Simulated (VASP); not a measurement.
A run of VASP 6.6.1 is set up as follows.

The input INCAR:

```
PREC     = Accurate       # precision mode
ENCUT    = 600            # plane-wave cutoff, eV
EDIFF    = 1E-7           # SCF threshold, eV
ISMEAR   = 0              # smearing method
SIGMA    = 0.05           # smearing width, eV
LREAL    = False          # projectors in reciprocal space
LASPH    = True           # aspherical terms in the spheres
NELM     = 60             # most SCF steps
ALGO     = Normal         # electronic algorithm
ISIF     = 3              # what is computed and relaxed
LWAVE    = False          # write WAVECAR
LCHARG   = False          # write CHGCAR
METAGGA  = R2SCAN         # meta-GGA
LMIXTAU  = True         
LUSE_VDW = True         
IVDW_NL  = 2            
BPARAM   = 11.95        
CPARAM   = 0.0093       
IBRION   = 2              # ionic algorithm
NSW      = 40             # ionic steps
EDIFFG   = -0.01          # ionic threshold
```

Contents of KPOINTS:

```
Automatic mesh
0
Gamma
  11 11 11
```

POSCAR

```
P
1.0
   -1.6915100431      2.5151650373      1.8589441358
    1.6915100431     -2.5151650373      1.8589441358
    1.6915100431      2.5151650373     -1.8589441358
P
2
Direct
    0.6966908900      0.9466908900      0.7500000000
    0.3033091100      0.0533091100      0.2500000000
```

Potentials or basis: VASP PAW PBE potentials, release 64 (P).

Command:

```console
$ cat potpaw_PBE.64/P/POTCAR > POTCAR
$ mpirun -np 1 vasp_std > vasp.out
```

(1) Estimate the relaxed volume.

(2) What does it give for the space group after relaxing (to 0.05 Å)?

(3) Estimate the relaxed cell.

## Answers

(1) 15.75 Å³/atom.

(2) Imma (No. 74).

(3) a = 3.550 Å, b = 3.550 Å, c = 3.550 Å, α = 122.91°, β = 89.89°, γ = 117.29°.

Caveat: the PAW data sets were made with another functional, which shifts forces and pressure a little; pairwise dispersion overbinds metals, which lowers pressure and volume.
